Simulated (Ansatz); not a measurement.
**AlNi: stationary points along a deformation path**

Computed with DFT PBE, scalar-relativistic, plane waves, PAW (Ansatz). The runs took a 420 eV cutoff, a Γ-centred 22×22×22 mesh and Gaussian smearing (0.15 eV). No spin polarisation. A magnetic state may lie lower. Energies are free energies at this smearing, counted from the undisturbed cell; pressure is positive in compression.

The starting cell (relaxed at this level; it needn't be the usual structure):

```
CELL_PARAMETERS angstrom
2.89308 0.00000 0.00000
0.00000 2.89308 0.00000
0.00000 0.00000 2.89308
ATOMIC_POSITIONS crystal
Al 0.00000 0.00000 0.00000
Ni 0.50000 0.50000 0.50000
```

At fixed volume and fractional coordinates, lengths along (0.577, 0.577, 0.577) are scaled against those across it; ρ is that ratio over its starting value. V = 12.107 Å³/atom. Δσ is the stress along the axis less the mean stress across it (compression positive).

| ρ | ΔE (meV/atom) | Δσ (GPa) | space group |
| --- | --- | --- | --- |
| 0.500 | 5978.2 | 439.89 | R-3m |
| 0.600 | 2794.9 | 265.50 | R-3m |
| 0.710 | 1064.2 | 146.39 | R-3m |
| 0.850 | 193.4 | 52.11 | R-3m |
| 0.930 | 34.4 | 19.65 | R-3m |
| 1.000 | 0.0 | 0.00 | Pm-3m |
| 1.080 | 31.5 | -15.34 | R-3m |
| 1.200 | 150.2 | -27.73 | R-3m |
| 1.410 | 415.8 | -35.67 | R-3m |
| 1.700 | 709.4 | -19.67 | R-3m |
| 2.000 | 785.1 | 0.00 | Fm-3m |

How does the stress give the slope of the energy, and where is the energy stationary?

Along the path d ln(length) is 2/3 d ln ρ on the axis and −1/3 d ln ρ across it, so dE/d ln ρ = −(2/3) V Δσ: the energy falls with ρ where Δσ is positive. Δσ vanishes or changes sign at ρ = 1.000 (Pm-3m), a minimum at 0.0 meV/atom; at ρ = 2.000 (Fm-3m, an end of the scan), at 785.1 meV/atom. Pairs of stationary points between two samples would go unseen, and could change a minimum read from distant neighbours into a maximum. At ρ = 1.000, 2.000 the cell is cubic, where symmetry alone makes the stress isotropic and the slope zero.

Which shear constant sets the curvature at ρ = 1?

For a cubic crystal E/V = (2/3) C (ln ρ)² with C = C44, so Δσ = −2C ln ρ. The parabola of Δσ against ln ρ through ρ = 0.930, 1 and 1.080 gives C ≈ 118 GPa with the ions clamped, rough because the steps are large.

In a metal these slopes depend on the k mesh and the smearing.

Cost: 11 runs of about 1 core-minutes in all, on AMD EPYC 9R45 (Zen 5) (shared hosts).